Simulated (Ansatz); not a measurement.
**C₃N₄: Quadrupolar parameters**

The cell is a computed structure from the Materials Project (it need not be an observed phase), taken as it stands.

Space group Cmcm (No. 63); a = 7.1350, b = 12.3534, c = 7.1376 Å.

```
site  Wyckoff  site symmetry       x       y       z
  C1       8g            ..m  0.6789  0.9999  0.2500
  C2       8g            ..m  0.8313  0.8367  0.2500
  C3       4c            m2m  0.5000  0.5055  0.2500
  C4       4c            m2m  0.5000  0.1793  0.2500
 N13       4c            m2m  0.5000  0.0598  0.2500
 N14       8g            ..m  0.8371  0.0580  0.2500
 N15       8g            ..m  0.6711  0.8922  0.2500
 N16       4c            m2m  0.5000  0.3929  0.2500
 N17       8g            ..m  0.3343  0.2292  0.2500
```

One atom of each set is listed; the run and its k-mesh use a cell of 28 atoms with edges of 7.13, 7.13, 7.14 Å.

Method: Kohn–Sham DFT in Ansatz, r2SCAN, plane waves and PAW, scalar-relativistic, 500 eV cutoff, Γ-centred 5×5×4 k-points, Fermi–Dirac smearing 0.02 eV.

V_zz is the principal component of the electric field gradient with the largest magnitude, η = (V_xx − V_yy)/V_zz and C_Q = eQV_zz/h.

¹⁴N: I = 1, Q = 20.44 mb. Nuclear quadrupole moments: year-2017 set (Pyykkö).

| site | atoms | first shell | V_xx, V_yy, V_zz (10²¹ V/m²) | η | C_Q (MHz) |
| --- | --- | --- | --- | --- | --- |
| C1 | 4 | 3 N at 1.33–1.47 Å | 0.31, 1.93, -2.25 | 0.72 | – |
| C2 | 4 | 3 N at 1.33–1.39 Å | 0.80, 2.06, -2.86 | 0.44 | – |
| C3 | 2 | 3 N at 1.33–1.39 Å | 0.77, 2.06, -2.83 | 0.45 | – |
| C4 | 2 | 3 N at 1.33–1.48 Å | 0.37, 1.94, -2.31 | 0.68 | – |
| N13 | 2 | 3 C at 1.47–1.48 Å | 4.27, 4.41, -8.68 | 0.02 | -4.29 |
| N14 | 4 | 2 C at 1.33–1.34 Å, angle 118° | 3.29, 6.25, -9.54 | 0.31 | -4.72 |
| N15 | 4 | 2 C at 1.33 Å, angle 119° | 3.42, 6.21, -9.63 | 0.29 | -4.76 |
| N16 | 2 | 3 C at 1.39 Å | 1.40, 1.54, -2.93 | 0.05 | -1.45 |
| N17 | 4 | 2 C at 1.33 Å, angle 118° | 3.50, 6.16, -9.66 | 0.28 | -4.77 |

At N14, N15 and N17 V_zz points along the bisector of its two bonds (within 3°) in each case. At N13 and N16 V_zz stands upright on the plane through its three neighbours (within 1°) in each case.

C has no stable isotope with a ground-state quadrupole moment in the table, so no C_Q is given.

At this cell the principal stresses reach 6 GPa in size with r2SCAN, which can matter for small gradients. The largest force is 0.4 eV/Å, so the atoms aren't at the calculated equilibrium and relaxing them would move these values.
